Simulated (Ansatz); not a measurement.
Gas-phase electronic energies from Ansatz, PBE0-D4/def2-TZVP geometries. CBS: MP2 limit from def2 TZ/QZ plus the TZ coupled-cluster correction, frozen cores. This one scheme is used for every species. DFT in def2-TZVPP. HSE06 is defined as in plane-wave codes. Elements past krypton have def2 core potentials. For Sn outer-core shells are correlated without core-valence functions, which leaves a few kJ/mol of doubt a bond.

Consider the formal exchange of groups at the Sn–F bond: `[F][Sn]([Cl])([Cl])[Cl]` + trifluoromethane → `F[C](F)(F)[Sn]([Cl])([Cl])[Cl]` + H–F.

`[F][Sn]([Cl])([Cl])[Cl]`:

Cartesian coordinates in Å:
```
F 0.884 1.661 -0.391
Sn 0.014 0.026 -0.006
Cl 1.590 -1.412 0.796
Cl -1.591 0.460 1.553
Cl -0.897 -0.734 -1.952
```

`FC(F)F`:

Cartesian coordinates in Å:
```
F 0.241 1.118 0.642
C -0.033 -0.035 0.036
F -0.681 0.227 -1.098
F 1.115 -0.640 -0.263
H -0.642 -0.671 0.683
```

`F[C](F)(F)[Sn]([Cl])([Cl])[Cl]`:

Z-matrix (Å, degrees):
```
C
F 1 1.332
F 1 1.332 2 108.2
F 1 1.332 2 108.2 3 117.0
Sn 1 2.209 2 110.7 3 -121.4
Cl 5 2.294 1 109.7 2 -178.9
Cl 5 2.294 1 109.8 2 -58.8
Cl 5 2.294 1 109.7 2 61.2
```

H–F:

Cartesian coordinates in Å:
```
F -0.242 -0.234 -0.313
H 0.242 0.234 0.313
```

```
      level  ΔE (kJ/mol)  difference from CCSD(T)/CBS
     PBE-D4         85.8                        -13.6
    PBE0-D4         92.4                         -7.0
 r2SCAN0-D4        101.3                          1.9
   HSE06-D4         92.0                         -7.4
   BHLYP-D4        107.4                          8.0
    ωB97X-V        103.7                          4.3
     B2PLYP        107.3                          7.9
       BLYP        103.7                          4.3
       PBE0         98.6                         -0.8
    r2SCAN0        104.0                          4.6
CCSD(T)/CBS         99.4                            0
```

Largest T1 diagnostic among the species: 0.012.

From PBE to PBE0 (25 % exact exchange), in def2-TZVPP and without D4, ΔE moves by +6.1 kJ/mol. At CCSD(T), def2-SVP lies +7.5 kJ/mol from the extrapolated value and def2-TZVPP −0.7 kJ/mol. The D4 term adds −10.4 kJ/mol with B3LYP and −6.2 kJ/mol with PBE0; it sums over pairs of atoms, weighted by their polarisabilities, and B3LYP, whose exchange is more repulsive, gets the larger term.

B3LYP here is the variant with VWN-RPA as its local correlation; programs differ in this.

CCSD(T)/CBS has its own doubt, a few kJ/mol and more with outer-core shells, so smaller differences from it don't rank the levels.
